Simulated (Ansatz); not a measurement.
# Li3Ag2Ge3: the cost of one run

Program: Ansatz 0.2.0. Level of theory: DFT PBEsol, scalar-relativistic, plane waves, PAW. These are calculated values, not measurements.

## Step 1: The system as given

The structure is tetragonal, space group P4_2/nnm (No. 134). Conventional cell: a = 6.287 Å, b = 6.287 Å, c = 6.399 Å, α = 90.00°, β = 90.00°, γ = 90.00°. Li (site symmetry -42m) has 4 Ag at 2.74 Å and 4 Li at 2.74 Å and 6 Ge at 3.14 to 3.20 Å as nearest neighbours. Around Li (site symmetry 2/m) lie 2 Li at 2.74 Å and 6 Ge at 2.74 Å and 6 Ag at 3.14 to 3.20 Å. Ag (site symmetry 2/m) is surrounded by 8 Li at 2.74 to 3.20 Å and 6 Ge at 2.74 Å. Ge (site symmetry 222) has 6 Li at 2.74 to 3.14 Å and 4 Ag at 2.74 Å and 4 Ge at 3.14 to 3.20 Å as nearest neighbours. Ge (site symmetry -42m) has 6 Li at 2.74 to 3.20 Å and 4 Ag at 2.74 Å and 4 Ge at 3.14 Å as nearest neighbours.

As a file:

```
Li Ag Ge
1.0
     6.28729    0.00000    0.00000
     0.00000    6.28729    0.00000
     0.00000    0.00000    6.39867
Li Ag Ge
6 4 6
Cartesian
  0.0000 0.0000 0.0000
  3.1436 3.1436 3.1993
  1.5718 4.7155 1.5997
  4.7155 4.7155 4.7990
  4.7155 1.5718 1.5997
  1.5718 1.5718 4.7990
  1.5718 4.7155 4.7990
  4.7155 4.7155 1.5997
  4.7155 1.5718 4.7990
  1.5718 1.5718 1.5997
  3.1436 0.0000 0.0000
  3.1436 0.0000 3.1993
  0.0000 3.1436 3.1993
  0.0000 3.1436 0.0000
  3.1436 3.1436 0.0000
  0.0000 0.0000 3.1993
```

This cell was relaxed beforehand with the same method: volume 15.81 Å³/atom, gap on the mesh none (metal).

Reference energy of this cell: -56830.9901 eV (16 atoms, 6×6×6 mesh, zero smearing).

## Step 2: Next cell: Ag and Ge exchanged on 2 pairs of sites drawn at random in a supercell of the crystal further on a centred mesh

In a supercell of the relaxed crystal with 16 atoms, 2 Ag and as many Ge trade places (50 % of the Ag sites); all atoms are shaken by 0.02 Å.

The cell holds 6 Li, 4 Ag, 6 Ge: a = 6.739 Å, b = 6.322 Å, c = 6.017 Å, α = 90.04°, β = 91.65°, γ = 87.03°.

## Step 3: Single point of the final cell

input.yaml reads:

```yaml
crystal:
  lattice:
    - [6.736456524, 0.1689990619, -0.0906538126]
    - [0.1689990619, 6.3196981018, -0.0008416337]
    - [-0.0922596983, -0.0008565428, 6.0158731128]
  atoms:
    - { symbol: Li, position: [0.9628695406, 0.9835388873, 0.9983561969] }
    - { symbol: Li, position: [0.4747623529, 0.4588833421, 0.5054493217] }
    - { symbol: Li, position: [0.2828166037, 0.781068026, 0.2428325645] }
    - { symbol: Li, position: [0.7163644238, 0.7181320172, 0.75786788] }
    - { symbol: Li, position: [0.7806703377, 0.287962035, 0.2511828555] }
    - { symbol: Li, position: [0.2186038774, 0.219706231, 0.7547835197] }
    - { symbol: Ag, position: [0.2871156273, 0.7724604447, 0.7493647076] }
    - { symbol: Ag, position: [0.714779944, 0.7099093392, 0.2336493134] }
    - { symbol: Ge, position: [0.8140966833, 0.3146644235, 0.7101094552] }
    - { symbol: Ge, position: [0.2063523765, 0.2215231675, 0.2991968576] }
    - { symbol: Ge, position: [0.5117569534, 0.0256430832, 0.0105778097] }
    - { symbol: Ge, position: [0.5339266341, 0.0158653763, 0.5004268972] }
    - { symbol: Ge, position: [0.0352748996, 0.5611899053, 0.4864666676] }
    - { symbol: Ag, position: [0.0398380993, 0.5126435698, 0.0110908815] }
    - { symbol: Ge, position: [0.4836928567, 0.4530014951, 0.994454653] }
    - { symbol: Ag, position: [0.9589079273, 0.9698063907, 0.5068981116] }
  symmetry: { detect: false }
basis:
  ecutwfc: 420
kpoints:
  mp_grid: { grid: [3, 3, 4] }
hamiltonian:
  xc: pbesol
scf:
  occupations: { method: gaussian, width: 0.1 }
  lower_state_search: "off"
output:
  forces: true
  stress: true
  eigenvalues: true
relax:
  adjacent_minimum: "off"
  f_tol: 0.04
  max_steps: 25
  cell: { stress_tol: 0.3 }
```

Command:

```sh
$ ansatz run input.yaml --threads 4 --pin off --max-ram 9216MiB --backend cpu --events-out ev --progress --plain --runs-dir out
```

Q: Estimate wall time and peak memory on 4 threads of Intel Xeon at 2.50GHz (Skylake/Cascade Lake), shared host.

About 4.5 min, with a peak of 1.1 GiB.
